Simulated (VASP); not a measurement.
# TiTe (Fm-3m) in VASP: notebook

One crystal, TiTe, is run at these levels: BLYP+D3(BJ), BLYP+D4, BLYP; tasks: relaxation of cell and atoms.

Program: VASP 6.6.1. These are calculated values, not measurements. Logs are shortened: lines on timing, memory, paths and dates and some standing lists are left out, and cuts for length are marked.

### Step 1. The structure

It takes space group Fm-3m (No. 225, cubic). Conventional cell: a = 6.100 Å, b = 6.100 Å, c = 6.100 Å, α = 90.00°, β = 90.00°, γ = 90.00°. Around Ti (site symmetry m-3m) lie 6 Te at 3.05 Å. Te (site symmetry m-3m) is surrounded by 6 Ti at 3.05 Å.

The cell comes from a database or a generator and needn't be the stable form of this composition.

### Step 2. Relaxation of cell and atoms, BLYP+D3(BJ)

Contents of INCAR:

```
SYSTEM = TiTe
PREC = Accurate
ENCUT = 600
EDIFF = 1E-7
ISMEAR = -1
SIGMA = 0.05
LREAL = .False.
LASPH = .True.
NELM = 100
ALGO = Fast
ISIF = 3
LWAVE = .False.
LCHARG = .False.
GGA = B5
ALDAX = 1.0
AGGAX = 1.0
AGGAC = 1.0
ALDAC = 0.0
IVDW = 12
VDW_S6 = 1.0
VDW_S8 = 2.6996
VDW_A1 = 0.4298
VDW_A2 = 4.2359
IBRION = 2
NSW = 40
EDIFFG = -0.01
```

Contents of KPOINTS:

```
Automatic mesh
0
Gamma
  8 8 8
  0 0 0
```

Contents of POSCAR:

```
TiTe
1.0
    0.0000000000      3.0500668100      3.0500668100
    3.0500668100      0.0000000000      3.0500668100
    3.0500668100      3.0500668100      0.0000000000
Ti Te
1 1
Direct
    0.5000000000      0.5000000000      0.5000000000
    0.0000000000      0.0000000000      0.0000000000
```

Potentials or basis: VASP PAW PBE potentials, release 64 (Ti_sv, Te).

Launch:

```bash
$ cat potpaw_PBE.64/Ti_sv/POTCAR potpaw_PBE.64/Te/POTCAR > POTCAR
$ mpirun -np 1 vasp_std > vasp.out
```

OUTCAR:

```text
SYSTEM = TiTe
   PREC = Accurate
   ENCUT = 600
   EDIFF = 1E-7
   ISMEAR = -1
   LREAL = .False.
   LASPH = .True.
   NELM = 100
   ISIF = 3
   GGA = B5
   IVDW = 12
   IBRION = 2
   NSW = 40
   EDIFFG = -0.01
 IVDW          = 12

 ion  position               nearest neighbor table
   1  0.500  0.500  0.500-   2 3.05   2 3.05   2 3.05   2 3.05   2 3.05   2 3.05
   2  0.000  0.000  0.000-   1 3.05   1 3.05   1 3.05   1 3.05   1 3.05   1 3.05

  LATTYP: Found a face centered cubic cell.
 ALAT       =     6.1001336200

  Lattice vectors:

 A1 = (   0.0000000000,   3.0500668100,   3.0500668100)
 A2 = (   3.0500668100,   0.0000000000,   3.0500668100)
 A3 = (   3.0500668100,   3.0500668100,   0.0000000000)

Analysis of symmetry for initial positions (statically):
=====================================================================
 Subroutine PRICEL returns:
 Original cell was already a primitive cell.

 Routine SETGRP: Setting up the symmetry group for a
 face centered cubic supercell.

 Subroutine GETGRP returns: Found 48 space group operations
 (whereof 48 operations were pure point group operations)
 out of a pool of 48 trial point group operations.

The static configuration has the point symmetry O_h .

Analysis of symmetry for dynamics (positions and initial velocities):
=====================================================================
 Subroutine PRICEL returns:
 Original cell was already a primitive cell.

 Routine SETGRP: Setting up the symmetry group for a
 face centered cubic supercell.

 Subroutine GETGRP returns: Found 48 space group operations
 (whereof 48 operations were pure point group operations)
 out of a pool of 48 trial point group operations.

The dynamic configuration has the point symmetry O_h .

 Subroutine INISYM returns: Found 48 space group operations
 (whereof 48 operations are pure point group operations),
 and found     1 'primitive' translations

----------------------------------------------------------------------------------------

                                     Primitive cell

  volume of cell :      56.7490

  direct lattice vectors                    reciprocal lattice vectors
     0.000000000  3.050066810  3.050066810    -0.163930835  0.163930835  0.163930835
     3.050066810  0.000000000  3.050066810     0.163930835 -0.163930835  0.163930835
     3.050066810  3.050066810  0.000000000     0.163930835  0.163930835 -0.163930835

  length of vectors
     4.313445849  4.313445849  4.313445849     0.283936536  0.283936536  0.283936536

  position of ions in fractional coordinates (direct lattice)
     0.500000000  0.500000000  0.500000000
     0.000000000  0.000000000  0.000000000

  ion indices of the primitive-cell ions
   primitive index   ion index
                 1           1
                 2           2

----------------------------------------------------------------------------------------

 KPOINTS: Automatic mesh

Automatic generation of k-mesh.
 Grid dimensions read from file:
 generate k-points for:    8    8    8

 Generating k-lattice:

  Cartesian coordinates                     Fractional coordinates (reciprocal lattice)
    -0.020491354  0.020491354  0.020491354     0.125000000  0.000000000  0.000000000
     0.020491354 -0.020491354  0.020491354     0.000000000  0.125000000  0.000000000
     0.020491354  0.020491354 -0.020491354     0.000000000  0.000000000  0.125000000

  Length of vectors
     0.035492067  0.035492067  0.035492067

  Shift w.r.t. Gamma in fractional coordinates (k-lattice)
     0.000000000  0.000000000  0.000000000

 Subroutine IBZKPT returns following result:
 ===========================================

 Found     29 irreducible k-points:

 Following reciprocal coordinates:
            Coordinates               Weight
  0.000000  0.000000  0.000000      1.000000
  0.125000  0.000000  0.000000      8.000000
  0.250000  0.000000  0.000000      8.000000
  0.375000  0.000000  0.000000      8.000000
  0.500000  0.000000  0.000000      4.000000
  0.125000  0.125000  0.000000      6.000000
[... 16 lines left out ...]
  0.500000  0.250000  0.125000     48.000000
 -0.375000  0.250000  0.125000     24.000000
 [... further k-points ...]
   k-points           NKPTS =     29   k-points in BZ     NKDIM =     29   number of bands    NBANDS=     13
   number of dos      NEDOS =    301   number of ions     NIONS =      2
   total plane-waves  NPLWV =  46656
   dimension x,y,z NGX =    36 NGY =   36 NGZ =   36
   dimension x,y,z NGXF=    72 NGYF=   72 NGZF=   72
   ions per type =               1   1
   NGX,Y,Z   is equivalent  to a cutoff of  13.87, 13.87, 13.87 a.u.
   NGXF,Y,Z  is equivalent  to a cutoff of  27.75, 27.75, 27.75 a.u.
 SYSTEM =  TiTe
   PREC   = accura    normal or accurate (medium, high low for compatibility)
   ISTART =      0    job   : 0-new  1-cont  2-samecut
   ICHARG =      2    charge: 1-file 2-atom 10-const
   ISPIN  =      1    spin polarized calculation?
   LNONCOLLINEAR =      F non collinear calculations
   LSORBIT =      F    spin-orbit coupling
   LASPH  =      T    aspherical Exc in radial PAW
   ENCUT  =  600.0 eV  44.10 Ry    6.64 a.u.   8.62  8.62  8.62*2*pi/ulx,y,z
   NELM   =    100;   NELMIN=  2; NELMDL= -5     # of ELM steps
   EDIFF  = 0.1E-06   stopping-criterion for ELM
   LREAL  =      F    real-space projection
   EDIFFG = -.1E-01   stopping-criterion for IOM
   NSW    =     40    number of steps for IOM
   IBRION =      2    ionic relax: 0-MD 1-quasi-New 2-CG
   NFREE  =      1    steps in history (QN), initial steepest desc. (CG)
   ISIF   =      3    stress and relaxation
   ISYM   =      2    0-nonsym 1-usesym 2-fastsym
   POTIM  = 0.5000    time-step for ionic-motion
   TEBEG  =    0.0;   TEEND  =   0.0 temperature during run
   PSTRESS=    0.0 pullay stress
   NELECT =      18.0000    total number of electrons
   NUPDOWN=      -1.0000    fix difference up-down
   EMIN   =  10.00;   EMAX   =-10.00  energy-range for DOS
   EFERMI =   0.00;   METHOD = LEGACY
   ISMEAR =    -1;   SIGMA  =   0.05  broadening in eV -4-tet -1-fermi 0-gaus
   EFERMI_NEDOS =   21; number of points for ismear=-14 and -15
   IALGO  =     68    algorithm
   IMIX   =      4    mixing-type and parameters
     AMIX     =   0.40;   BMIX     =  1.00
     AMIX_MAG =   1.60;   BMIX_MAG =  1.00
  volume/ion in A,a.u.               =      28.37       191.48
  Fermi-wavevector in a.u.,A,eV,Ry     =   1.116468  2.109819 16.959676  1.246501
  Thomas-Fermi vector in A             =   2.253082
   LORBIT       =      0    0 simple, 1 ext, 2 COOP (PROOUT), +10 PAW based schemes
   GGA     = B5    functional components
   LHFCALC =     F    Hartree Fock is set to
   AEXX    =    0.0000 exact exchange contribution
   IVDW    =    12    specifies the selected vdW correction
   LEPSILON=     F    determine dielectric tensor
   LRPA    =     F    only Hartree local field effects (RPA)
 conjugate gradient relaxation of ions
 non-spin polarized calculation
 RMM-DIIS sequential band-by-band and
  energy-cutoff  :      600.00
  volume of cell :       56.75
 maximum number of plane-waves:      1924
 NGX is ok and might be reduce to    36
   NGX = 17   NGY = 17   NGZ = 17

--------------------------------------- Ionic step        1  -------------------------------------------

 number of electron      18.0000002 magnetization

 Free energy of the ion-electron system (eV)
  ---------------------------------------------------
  ext. energy  EPLUGINS =         0.00000000
  ---------------------------------------------------
  free energy    TOTEN  =        -9.74375514 eV

  energy without entropy =       -9.70021078  energy(sigma->0) =       -9.72198296

 E-fermi :   7.1253     XC(G=0):  -8.9285

 val. band max:        7.1185274062   @ k =   0.1250   0.1250   0.0000
 cond. band min:       7.1315495857   @ k =   0.5000   0.5000   0.0000
 fundamental gap:      0.0130221795
 Fermi energy:         7.1253237314

 k-point     1 :       0.0000    0.0000    0.0000
  band No.  band energies     occupation
      1     -50.5484      2.00000
      2     -26.9790      2.00000
      3     -26.9790      2.00000
      4     -26.9790      2.00000
      5      -5.4207      2.00000
      6       5.6088      2.00000
      7       5.6088      2.00000
      8       5.6088      2.00000
      9       6.6728      1.99977
     10       6.6728      1.99977
     11       6.6728      1.99977
     12       6.8038      1.99678
     13       6.8039      1.99678

 k-point     2 :       0.1250    0.0000    0.0000
  band No.  band energies     occupation
      1     -50.5483      2.00000
      2     -26.9805      2.00000
      3     -26.9791      2.00000
      4     -26.9791      2.00000
      5      -5.3133      2.00000
      6       4.5920      2.00000
      7       5.1368      2.00000
      8       5.1368      2.00000
      9       6.7739      1.99823
     10       6.7739      1.99823
     11       6.8830      1.98441
[... 420 lines left out ...]
 POSITION                                       TOTAL-FORCE (eV/Angst)
 -----------------------------------------------------------------------------------
      2.70777      2.70777      2.70777        -0.000000      0.000000      0.000000
      2.70777      2.70777      5.41554         0.000000     -0.000000     -0.000000
 -----------------------------------------------------------------------------------
    total drift:                                0.000000      0.000000      0.000000

  FREE ENERGIE OF THE ION-ELECTRON SYSTEM (eV)
  ---------------------------------------------------
  free  energy   TOTEN  =       -12.4665414374 eV

  energy  without entropy=      -12.4406337611  energy(sigma->0) =      -12.45358760

--------------------------------------- Ionic step        3  -------------------------------------------

 number of electron      18.0000002 magnetization

 Free energy of the ion-electron system (eV)
  ---------------------------------------------------
  ext. energy  EPLUGINS =         0.00000000
  ---------------------------------------------------
  free energy    TOTEN  =        -9.79816029 eV

  energy without entropy =       -9.77001050  energy(sigma->0) =       -9.78408539

 E-fermi :  10.4028     XC(G=0): -10.1676

 val. band max:       10.3966248620   @ k =  -0.2500   0.1250   0.0000
 cond. band min:      10.4130077185   @ k =   0.5000   0.5000   0.0000
 fundamental gap:      0.0163828565
 Fermi energy:        10.4027692650

 k-point     1 :       0.0000    0.0000    0.0000
  band No.  band energies     occupation
      1     -47.0185      2.00000
      2     -23.4838      2.00000
      3     -23.4838      2.00000
      4     -23.4838      2.00000
      5      -3.6188      2.00000
      6       9.0758      2.00000
      7       9.0758      2.00000
      8       9.0758      2.00000
      9       9.5814      2.00000
     10       9.5814      2.00000
     11       9.5814      2.00000
     12       9.8822      1.99994
     13       9.8822      1.99994

 k-point     2 :       0.1250    0.0000    0.0000
  band No.  band energies     occupation
      1     -47.0180      2.00000
      2     -23.4899      2.00000
      3     -23.4840      2.00000
      4     -23.4840      2.00000
      5      -3.4423      2.00000
      6       7.6205      2.00000
      7       8.1583      2.00000
      8       8.1583      2.00000
      9       9.7577      2.00000
     10       9.7577      2.00000
     11      10.0935      1.99589
[... 380 lines left out ...]
 POSITION                                       TOTAL-FORCE (eV/Angst)
 -----------------------------------------------------------------------------------
      2.77953      2.77953      2.77953         0.000000      0.000000      0.000000
      0.00000      0.00000      0.00000         0.000000     -0.000000     -0.000000
 -----------------------------------------------------------------------------------
    total drift:                                0.000000      0.000000      0.000000

  FREE ENERGIE OF THE ION-ELECTRON SYSTEM (eV)
  ---------------------------------------------------
  free  energy   TOTEN  =       -12.5435208630 eV

  energy  without entropy=      -12.5153710660  energy(sigma->0) =      -12.52944596

 reached required accuracy - stopping structural energy minimisation
```

Run time: 7 min. Hardware: 1 thread of AMD EPYC 9R45 (Zen 5), shared host; peak memory 0.21 GiB.

Results:

```yaml
Free_energy: -12.5435 eV
Relaxed_volume: 21.47 Å³/atom
Relaxed_cell: a = 3.931 Å, b = 3.931 Å, c = 3.931 Å, α = 60.00°, β = 60.00°, γ = 60.00°
Space_group_after_relaxing_to_0.05_Å: Fm-3m (No. 225)
Energy_gained_by_relaxing: 365.0 meV/atom
Ionic_steps: 3
Pressure_after_relaxing: 0.0 GPa
Dispersion_energy_per_atom: -1.373 eV
```

The path:
```csv
step,energy change (eV),largest force (eV/Å),pressure (GPa),volume (Å³)
1,0.0000,0.0000,-13.14,56.75
2,-0.6530,0.0000,8.13,39.71
3,-0.7299,0.0000,0.00,42.95
```

Final structure:
```
Ti Te
1.0
     0.00000    2.77953    2.77953
     2.77953    0.00000    2.77953
     2.77953    2.77953    0.00000
Ti Te
1 1
Direct
  0.50000 0.50000 0.50000
  0.00000 0.00000 0.00000
```

Caveat: the volume moved by over 15 % at a fixed basis, so the end points are rough; the bands computed are all filled at some k points, so no gap is given; the PAW data sets were made with another functional, which shifts forces and pressure a little. Spin-orbit coupling is left out, which matters for the levels of Te.

### Step 3. Relaxation of cell and atoms, BLYP+D4

INCAR: that of step 2 with these lines changed.

```diff
@@ -18,7 +18,7 @@
 ALDAC = 0.0
-IVDW = 12
+IVDW = 13
 VDW_S6 = 1.0
-VDW_S8 = 2.6996
-VDW_A1 = 0.4298
-VDW_A2 = 4.2359
+VDW_S8 = 2.34076671
+VDW_A1 = 0.44488865
+VDW_A2 = 4.0933009
 IBRION = 2
```

KPOINTS is that of step 2.

POSCAR is that of step 2.

Potentials or basis: VASP PAW PBE potentials, release 64 (Ti_sv, Te).

Launch:

```bash
$ cat potpaw_PBE.64/Ti_sv/POTCAR potpaw_PBE.64/Te/POTCAR > POTCAR
$ mpirun -np 1 vasp_std > vasp.out
```

Wall time 16 min (1 thread of AMD EPYC 9R45 (Zen 5), shared host); peak memory 0.21 GiB.

It converged, with:

| Quantity | Value |
| --- | --- |
| Free energy | -11.4066 eV |
| Relaxed volume | 22.60 Å³/atom |
| Relaxed cell | a = 3.999 Å, b = 3.999 Å, c = 3.999 Å, α = 60.00°, β = 60.00°, γ = 60.00° |
| Space group after relaxing (to 0.05 Å) | Fm-3m (No. 225) |
| Energy gained by relaxing | 213.4 meV/atom |
| Ionic steps | 13 |
| Pressure after relaxing | 0.0 GPa |
| Dispersion energy per atom | -0.751 eV |

Step by step:
```csv
step,energy change (eV),largest force (eV/Å),pressure (GPa),volume (Å³)
1,0.0000,0.0000,-3.52,56.75
2,-0.2472,0.0000,-7.75,51.78
3,-0.1164,0.0000,17.38,38.64
4,-0.4177,0.0000,-2.11,46.57
5,-0.4268,0.0000,0.12,45.16
6,-0.4267,0.0000,-0.24,45.37
7,-0.4268,0.0000,-0.24,45.36
8,-0.4268,0.0000,-0.15,45.31
9,-0.4268,0.0000,-0.11,45.31
10,-0.4268,0.0000,-0.13,45.30
11,-0.4268,0.0000,-0.12,45.29
12,-0.4268,0.0000,-0.10,45.26
13,-0.4268,0.0000,0.04,45.20
```

Final structure:
```yaml
crystal:
  lattice:
    - [0.00000, 2.82738, 2.82738]
    - [2.82738, 0.00000, 2.82738]
    - [2.82738, 2.82738, 0.00000]
  atoms:
    - { symbol: Ti, position: [0.50000, 0.50000, 0.50000] }
    - { symbol: Te, position: [0.00000, 0.00000, 0.00000] }
```

Levels at points of the mesh, in eV from the Fermi level:
```tsv
k point	band 5	band 6	band 7	band 8	band 9	band 10	band 11	band 12	band 13
(0.00, 0.00, 0.00)	-13.73	-1.39	-1.39	-1.39	-0.74	-0.74	-0.74	-0.48	-0.48
(0.50, 0.00, 0.00)	-12.28	-6.74	-3.81	-3.81	0.31	0.31	0.58	2.63	3.38
(0.50, 0.50, 0.00)	-12.22	-5.79	-3.28	-3.28	-1.88	0.01	0.66	0.66	0.88
```

Caveat: the volume moved by over 15 % at a fixed basis, so the end points are rough; the bands computed are all filled at some k points, so no gap is given; the PAW data sets were made with another functional, which shifts forces and pressure a little. Spin-orbit coupling is left out, which matters for the levels of Te.

(Part 1 of 2 ends here.)
